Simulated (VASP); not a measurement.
# SnSe (Pnma) in VASP: a series of runs

One crystal, SnSe, is run at these levels: HSE06, PBE0; tasks: single point.

Everything below comes from runs of VASP 6.6.1. Logs are shortened: lines on timing, memory, paths and dates and some standing lists are left out, and cuts for length are marked.

### Step 1. The undisturbed crystal

The structure is orthorhombic, space group Pnma (No. 62). Conventional cell: a = 11.420 Å, b = 4.190 Å, c = 4.460 Å, α = 90.00°, β = 90.00°, γ = 90.00°. Around Sn (site symmetry m) lie 3 Se at 2.69 to 2.83 Å. Se (site symmetry m) is surrounded by 3 Sn at 2.69 to 2.83 Å.

### Step 2. Single point, HSE06 (supercell [2, 2, 2], atoms moved at random, drawn with an rms of 0.05 Å)

Contents of POSCAR:

```
SnSe
1.0
   22.8400000000      0.0000000000      0.0000000000
    0.0000000000      8.3800000000      0.0000000000
    0.0000000000      0.0000000000      8.9200000000
Sn Se
32 32
Direct
    0.4389540000      0.3779410000      0.4556110000
    0.4367880000      0.3782410000      0.9560010000
    0.4377950000      0.8770800000      0.4557260000
    0.4388860000      0.8751020000      0.9563390000
    0.9375330000      0.3744170000      0.4528790000
    0.9392870000      0.3751420000      0.9535160000
    0.9374730000      0.8740790000      0.4545270000
    0.9381380000      0.8796330000      0.9578860000
    0.3079390000      0.1182370000      0.2039120000
    0.3109450000      0.1257650000      0.7052310000
    0.3142820000      0.6210190000      0.2032300000
    0.3141830000      0.6273150000      0.7067300000
    0.8108250000      0.1191000000      0.2050630000
    0.8116430000      0.1206060000      0.7022020000
    0.8114050000      0.6216180000      0.2041690000
    0.8116250000      0.6251270000      0.7027970000
    0.1892800000      0.3781900000      0.2965790000
    0.1874250000      0.3776190000      0.7938140000
    0.1896550000      0.8711630000      0.2985760000
    0.1884740000      0.8705300000      0.7944440000
    0.6885710000      0.3759770000      0.2921970000
    0.6870450000      0.3757150000      0.7939300000
    0.6888090000      0.8777190000      0.2899550000
    0.6888340000      0.8793840000      0.7944990000
    0.0604350000      0.1276930000      0.0463520000
    0.0626770000      0.1237640000      0.5405160000
    0.0613560000      0.6234040000      0.0481080000
    0.0617540000      0.6191620000      0.5414800000
    0.5626610000      0.1274340000      0.0433470000
    0.5614990000      0.1265950000      0.5470750000
    0.5626510000      0.6259180000      0.0451810000
    0.5611600000      0.6287800000      0.5379300000
    0.3213180000      0.3751180000      0.4872060000
    0.3219370000      0.3726680000      0.9949010000
    0.3213350000      0.8773960000      0.4960990000
    0.3220030000      0.8718650000      0.9869070000
    0.8238030000      0.3746020000      0.4896840000
    0.8216890000      0.3743150000      0.9948660000
    0.8215450000      0.8750490000      0.4895970000
    0.8221170000      0.8712990000      0.9942400000
    0.4305020000      0.1195420000      0.2337060000
    0.4293100000      0.1341210000      0.7386340000
    0.4268570000      0.6271080000      0.2391720000
    0.4278350000      0.6237540000      0.7437890000
    0.9279680000      0.1259950000      0.2414060000
    0.9273910000      0.1238550000      0.7388040000
    0.9285090000      0.6209770000      0.2383240000
    0.9304140000      0.6248100000      0.7418190000
    0.0721720000      0.3734930000      0.2572310000
    0.0720580000      0.3760110000      0.7541010000
    0.0725950000      0.8728860000      0.2544480000
    0.0703170000      0.8736020000      0.7634730000
    0.5699560000      0.3755730000      0.2508100000
    0.5714980000      0.3782200000      0.7572040000
    0.5706730000      0.8758290000      0.2603550000
    0.5723720000      0.8820610000      0.7587030000
    0.1777220000      0.1245490000      0.0077560000
    0.1786430000      0.1248930000      0.5085850000
    0.1763050000      0.6279700000      0.0060670000
    0.1769590000      0.6272830000      0.5124300000
    0.6791480000      0.1255770000      0.0048650000
    0.6822720000      0.1281510000      0.5041680000
    0.6774760000      0.6253110000      0.0027710000
    0.6787210000      0.6233570000      0.5121240000
```

Contents of INCAR.step1:

```
PREC     = Accurate       # precision mode
ENCUT    = 450            # plane-wave cutoff, eV
EDIFF    = 1E-5           # SCF threshold, eV
ISMEAR   = 0              # smearing method
SIGMA    = 0.05           # smearing width, eV
LREAL    = Auto         
LASPH    = T              # aspherical terms in the spheres
NELM     = 80             # most SCF steps
ALGO     = Normal         # electronic algorithm
ISIF     = 2              # what is computed and relaxed
LWAVE    = T              # write WAVECAR
NSIM     = 8            
GGA      = PE             # functional
LUSENCCL = F
```

Contents of INCAR.step2:

```
PREC     = Accurate       # precision mode
ENCUT    = 450            # plane-wave cutoff, eV
EDIFF    = 1E-5           # SCF threshold, eV
ISMEAR   = 0              # smearing method
SIGMA    = 0.05           # smearing width, eV
LREAL    = Auto         
LASPH    = T              # aspherical terms in the spheres
NELM     = 80             # most SCF steps
ALGO     = Normal         # electronic algorithm
ISIF     = 2              # what is computed and relaxed
LWAVE    = F              # write WAVECAR
LCHARG   = F              # write CHGCAR
GGA      = PE             # functional
LHFCALC  = T              # exact exchange
HFSCREEN = 0.2            # screening, 1/A
PRECFOCK = Fast         
NSIM     = 8            
ISTART   = 1            
LUSENCCL = F
```

Contents of KPOINTS:

```
Automatic mesh
0
Gamma
  1 1 1
```

Potentials or basis: VASP PAW PBE potentials, release 64 (Sn_d, Se).

On the command line:

```sh
cat potpaw_PBE.64/Sn_d/POTCAR potpaw_PBE.64/Se/POTCAR > POTCAR
cp INCAR.step1 INCAR
mpirun -np 1 vasp_gam > vasp.out
cp INCAR.step2 INCAR
mpirun -np 1 vasp_gam > vasp.out
```

OUTCAR:

```text
PREC = Accurate
   ENCUT = 450
   EDIFF = 1E-5
   ISMEAR = 0
   LREAL = Auto
   LASPH = T
   NELM = 80
   ISIF = 2
   GGA = PE
   LHFCALC = T
   HFSCREEN = 0.2
   PRECFOCK = Fast
   ISTART = 1

 ion  position               nearest neighbor table
   1  0.439  0.378  0.456-  33 2.70  43 2.86  41 2.94  42 3.26  32 3.57  30 3.60
   2  0.437  0.378  0.956-  34 2.65  44 2.80  42 2.82  31 3.63  29 3.65
   3  0.438  0.877  0.456-  35 2.68  41 2.84  43 2.86  32 3.58  30 3.61
   4  0.439  0.875  0.956-  36 2.68  44 2.85  42 2.92  41 3.22  31 3.60  29 3.61
   5  0.938  0.374  0.453-  37 2.62  45 2.82  47 2.82  28 3.59  26 3.63
   6  0.939  0.375  0.954-  38 2.71  48 2.83  46 2.86  25 3.56  27 3.58
   7  0.937  0.874  0.455-  39 2.67  45 2.85  47 2.87  26 3.63  28 3.64
   8  0.938  0.880  0.958-  40 2.67  46 2.84  48 2.88  45 3.27  25 3.57  27 3.63
   9  0.308  0.118  0.204-  41 2.81  36 2.85  34 2.85  19 3.51  17 3.57
  10  0.311  0.126  0.705-  42 2.72  35 2.81  33 2.86  20 3.61  18 3.61
  11  0.314  0.621  0.203-  43 2.59  34 2.80  36 2.86  33 3.27  17 3.60  19 3.64
  12  0.314  0.627  0.707-  44 2.62  35 2.82  33 2.89  36 3.24  20 3.61  18 3.66
  13  0.811  0.119  0.205-  45 2.70  40 2.81  38 2.86  39 3.27  23 3.53  21 3.61
  14  0.812  0.121  0.702-  46 2.66  39 2.81  37 2.86  24 3.55  22 3.65
  15  0.811  0.622  0.204-  47 2.69  38 2.80  40 2.82  21 3.57  23 3.61
  16  0.812  0.625  0.703-  48 2.74  39 2.84  37 2.85  24 3.62  22 3.62
  17  0.189  0.378  0.297-  49 2.70  58 2.85  60 2.85   9 3.57  11 3.60
[... 33 lines left out ...]
  51  0.073  0.873  0.254-  19 2.70  27 2.80  25 2.84
  52  0.070  0.874  0.763-  20 2.71  26 2.89  28 2.92
  53  0.570  0.376  0.251-  21 2.73  29 2.79  31 2.79
  54  0.571  0.378  0.757-  22 2.66  30 2.83  32 2.88
  55  0.571  0.876  0.260-  23 2.71  31 2.85  29 2.87  32 3.23
  56  0.572  0.882  0.759-  24 2.68  30 2.80  32 2.91  29 3.27
  57  0.178  0.125  0.008-  25 2.70  18 2.86  20 2.87
  58  0.179  0.125  0.509-  26 2.66  19 2.84  17 2.85
  59  0.176  0.628  0.006-  27 2.65  20 2.79  18 2.84
  60  0.177  0.627  0.512-  28 2.64  19 2.81  17 2.85  20 3.25
  61  0.679  0.126  0.005-  29 2.68  24 2.80  22 2.82
  62  0.682  0.128  0.504-  30 2.78  21 2.81  23 2.84
  63  0.677  0.625  0.003-  31 2.65  22 2.81  24 2.84
  64  0.679  0.623  0.512-  32 2.70  21 2.86  23 2.92  22 3.27

  LATTYP: Found a simple orthorhombic cell.
 ALAT       =     8.3800000000
 B/A-ratio  =     1.0644391408
 C/A-ratio  =     2.7255369928

  Lattice vectors:

 A1 = (   0.0000000000,   8.3800000000,   0.0000000000)
 A2 = (   0.0000000000,   0.0000000000,   8.9200000000)
 A3 = (  22.8400000000,   0.0000000000,   0.0000000000)

Analysis of symmetry for initial positions (statically):
=====================================================================
 Subroutine PRICEL returns:
 Original cell was already a primitive cell.

 Routine SETGRP: Setting up the symmetry group for a
 simple orthorhombic supercell.

 Subroutine GETGRP returns: Found  1 space group operations
 (whereof  1 operations were pure point group operations)
 out of a pool of  8 trial point group operations.

The static configuration has the point symmetry C_1 .

Analysis of symmetry for dynamics (positions and initial velocities):
=====================================================================
 Subroutine PRICEL returns:
 Original cell was already a primitive cell.

 Routine SETGRP: Setting up the symmetry group for a
 simple orthorhombic supercell.

 Subroutine GETGRP returns: Found  1 space group operations
[... 187 lines left out ...]
   total plane-waves  NPLWV = 614400
   dimension x,y,z NGX =   160 NGY =   60 NGZ =   64
   dimension x,y,z NGXF=   320 NGYF=  120 NGZF=  128
   ions per type =              32  32
   NGX,Y,Z   is equivalent  to a cutoff of  11.65, 11.90, 11.93 a.u.
   NGXF,Y,Z  is equivalent  to a cutoff of  23.29, 23.81, 23.86 a.u.
 SYSTEM =  unknown system
   PREC   = accura    normal or accurate (medium, high low for compatibility)
   ISTART =      1    job   : 0-new  1-cont  2-samecut
   ICHARG =      0    charge: 1-file 2-atom 10-const
   ISPIN  =      1    spin polarized calculation?
   LNONCOLLINEAR =      F non collinear calculations
   LSORBIT =      F    spin-orbit coupling
   LASPH  =      T    aspherical Exc in radial PAW
   ENCUT  =  450.0 eV  33.07 Ry    5.75 a.u.  39.51 14.49 15.43*2*pi/ulx,y,z
   NELM   =     80;   NELMIN=  2; NELMDL=  0     # of ELM steps
   EDIFF  = 0.1E-04   stopping-criterion for ELM
   LREAL  =      T    real-space projection
   EDIFFG = 0.1E-03   stopping-criterion for IOM
   NSW    =      0    number of steps for IOM
   IBRION =     -1    ionic relax: 0-MD 1-quasi-New 2-CG
   NFREE  =      0    steps in history (QN), initial steepest desc. (CG)
   ISIF   =      2    stress and relaxation
   ISYM   =      3    0-nonsym 1-usesym 2-fastsym
   POTIM  = 0.5000    time-step for ionic-motion
   TEBEG  =    0.0;   TEEND  =   0.0 temperature during run
   PSTRESS=    0.0 pullay stress
   NELECT =     640.0000    total number of electrons
   NUPDOWN=      -1.0000    fix difference up-down
   EMIN   =  10.00;   EMAX   =-10.00  energy-range for DOS
   EFERMI =   0.00;   METHOD = LEGACY
   ISMEAR =     0;   SIGMA  =   0.05  broadening in eV -4-tet -1-fermi 0-gaus
   EFERMI_NEDOS =   21; number of points for ismear=-14 and -15
   IALGO  =     38    algorithm
   IMIX   =      1    mixing-type and parameters
     AMIX     =   0.40;   BMIX     =  1.00
     AMIX_MAG =   1.60;   BMIX_MAG =  1.00
  volume/ion in A,a.u.               =      26.68       180.02
  Fermi-wavevector in a.u.,A,eV,Ry     =   1.180411  2.230653 18.957944  1.393370
  Thomas-Fermi vector in A             =   2.316704
   LORBIT       =      0    0 simple, 1 ext, 2 COOP (PROOUT), +10 PAW based schemes
   GGA     = PE    functional components
   LHFCALC =     T    Hartree Fock is set to
   PRECFOCK=fast      Normal, Fast or Accurate (Low or Medium for compatibility)
   ENCUT4O =  -1.0   cutoff for four orbital integrals eV
   NKREDX  =     1    reduce k-point grid by
   NKREDY  =     1    reduce k-point grid by
   NKREDZ  =     1    reduce k-point grid by
   AEXX    =    0.2500 exact exchange contribution
   HFSCREEN=    0.2000 screening length (either q_TF or 0.3 A-1)
   HFSCREENC=   0.2000 screening length for correlation (either q_TF or 0.3 A-1)
   ENCUTFOCK=  -1.0 apply spherical cutoff to Coloumb kernel
   IVDW    =     0    specifies the selected vdW correction
   LEPSILON=     F    determine dielectric tensor
   LRPA    =     F    only Hartree local field effects (RPA)
 non-spin polarized calculation
 Gauss-broadening in eV      SIGMA  =   0.05
  energy-cutoff  :      450.00
  volume of cell :     1707.28
 maximum number of plane-waves:     18503
 NGX is ok and might be reduce to   160
  NGX = 84; NGY = 30; NGZ = 32

 number of electron     639.9999943 magnetization

 Free energy of the ion-electron system (eV)
  ---------------------------------------------------
  ext. energy  EPLUGINS =         0.00000000
  ---------------------------------------------------
  free energy    TOTEN  =      -308.91734598 eV

  energy without entropy =     -308.91734598  energy(sigma->0) =     -308.91734598

 E-fermi :   5.1949     XC(G=0):  -8.0578

 val. band max:        4.9297209783   @ k =   0.0000   0.0000   0.0000
 cond. band min:       6.4015866536   @ k =   0.0000   0.0000   0.0000
 fundamental gap:      1.4718656754
 Fermi energy:         5.1948798074

 k-point     1 :       0.0000    0.0000    0.0000
  band No.  band energies     occupation
      1     -18.5648      2.00000
      2     -18.5523      2.00000
      3     -18.5480      2.00000
      4     -18.5437      2.00000
      5     -18.5362      2.00000
      6     -18.5280      2.00000
[... 324 lines left out ...]
    331       7.0772      0.00000
    332       7.1101      0.00000
 [bands above 332 left out]

------------------------ aborting loop because EDIFF is reached ----------------------------------------

  FORCE on cell =-STRESS in cart. coord.  units (eV):
  Direction    XX          YY          ZZ          XY          YZ          ZX
  --------------------------------------------------------------------------------------
  -------------------------------------------------------------------------------------
  Total      -21.6853143     40.8455151     22.2000105     -0.1316978     -0.1106683      0.0367404
  in kB      -20.3503241     38.3309857     20.8333346     -0.1235902     -0.1038553      0.0344786
  external PRESSURE =      12.9379987 kB  Pullay stress =       0.0000000 kB

 VOLUME and BASIS-vectors are now :
 -----------------------------------------------------------------------------
  energy-cutoff  :      450.00
  volume of cell :     1707.28
      direct lattice vectors                 reciprocal lattice vectors
    22.840000000  0.000000000  0.000000000     0.043782837  0.000000000  0.000000000
     0.000000000  8.380000000  0.000000000     0.000000000  0.119331742  0.000000000
     0.000000000  0.000000000  8.920000000     0.000000000  0.000000000  0.112107623

 POSITION                                       TOTAL-FORCE (eV/Angst)
 -----------------------------------------------------------------------------------
     10.02571      3.16715      4.06405        -0.328026     -0.245646     -0.556130
      9.97624      3.16966      8.52753         0.175717     -0.153053     -0.428549
      9.99924      7.34993      4.06508        -0.099180      0.178535     -0.631196
     10.02416      7.33335      8.53054        -0.114476      0.224737     -0.431973
     21.41325      3.13761      4.03968         0.226610      0.051929     -0.421665
     21.45332      3.14369      8.50536        -0.239333      0.062922     -0.483944
[... 56 lines left out ...]
     15.47355      5.24011      0.02472        -0.360235      0.129387     -0.469746
     15.50199      5.22373      4.56815        -0.671324      0.038839     -0.703046
 -----------------------------------------------------------------------------------
    total drift:                                0.007871     -0.024217      0.010590

  FREE ENERGIE OF THE ION-ELECTRON SYSTEM (eV)
  ---------------------------------------------------
  free  energy   TOTEN  =      -308.9173459824 eV

  energy  without entropy=     -308.9173459824  energy(sigma->0) =     -308.91734598
```

Run time: 5.2 min. Hardware: 1 × NVIDIA H100 80GB with 1 thread of AMD EPYC 7R13 (Zen 3), shared host; peak memory 2.4 GiB.

The run converged, but some of its settings lie outside the range that counts as converged, so its numbers aren't taken as properties of the crystal.

Results:

```yaml
Free_energy: -308.9173 eV
Pressure: 1.3 GPa
Largest_force: 1.240 eV/Å
Band_gap_on_the_k_mesh: 1.47 eV
```

Caveat: the k mesh is coarse (spacing up to 0.75 Å⁻¹), so the values aren't converged, least of all with exact exchange; the PAW data sets were made with another functional, which shifts forces and pressure a little; spin-orbit coupling is left out, which moves the levels of the heavy elements; an odd mesh through Γ misses points on the zone boundary, where band edges often lie.

### Step 3. Single point, PBE0 (supercell [2, 2, 2], atoms moved at random, drawn with an rms of 0.05 Å)

POSCAR is that of step 2.

Contents of INCAR.step1:

```
PREC = Accurate
ENCUT = 520
EDIFF = 1E-5
ISMEAR = 0
SIGMA = 0.05
LREAL = Auto
LASPH = True
NELM = 80
ALGO = Normal
ISIF = 2
LWAVE = True
LCHARG = False
NBANDS = 358
NSIM = 16
GGA = PE
LUSENCCL = False
```

Contents of INCAR.step2:

```
PREC = Accurate
ENCUT = 520
EDIFF = 1E-5
ISMEAR = 0
SIGMA = 0.05
LREAL = Auto
LASPH = True
NELM = 80
ALGO = Normal
ISIF = 2
LWAVE = False
LCHARG = False
GGA = PE
LHFCALC = True
AEXX = 0.25
PRECFOCK = Normal
NBANDS = 358
NSIM = 16
ISTART = 1
LUSENCCL = False
```

KPOINTS is that of step 2.

Potentials or basis: VASP PAW PBE potentials, release 64 (Sn_d, Se).

On the command line:

```sh
cat potpaw_PBE.64/Sn_d/POTCAR potpaw_PBE.64/Se/POTCAR > POTCAR
cp INCAR.step1 INCAR
mpirun -np 1 vasp_gam > vasp.out
cp INCAR.step2 INCAR
mpirun -np 1 vasp_gam > vasp.out
```

Wall time 4.2 min (1 × NVIDIA H100 80GB with 1 thread of AMD EPYC 7R13 (Zen 3), shared host); peak memory 3.5 GiB.

These settings aren't checked as converged: the numbers below hold their error.

What came out:

* Free energy: -340.8144 eV
* Pressure: 1.4 GPa
* Largest force: 1.284 eV/Å
* Band gap on the k mesh: 2.02 eV

Caveat: the k mesh is coarse (spacing up to 0.75 Å⁻¹), so the values aren't converged, least of all with exact exchange; the PAW data sets were made with another functional, which shifts forces and pressure a little; spin-orbit coupling is left out, which moves the levels of the heavy elements; an odd mesh through Γ misses points on the zone boundary, where band edges often lie.
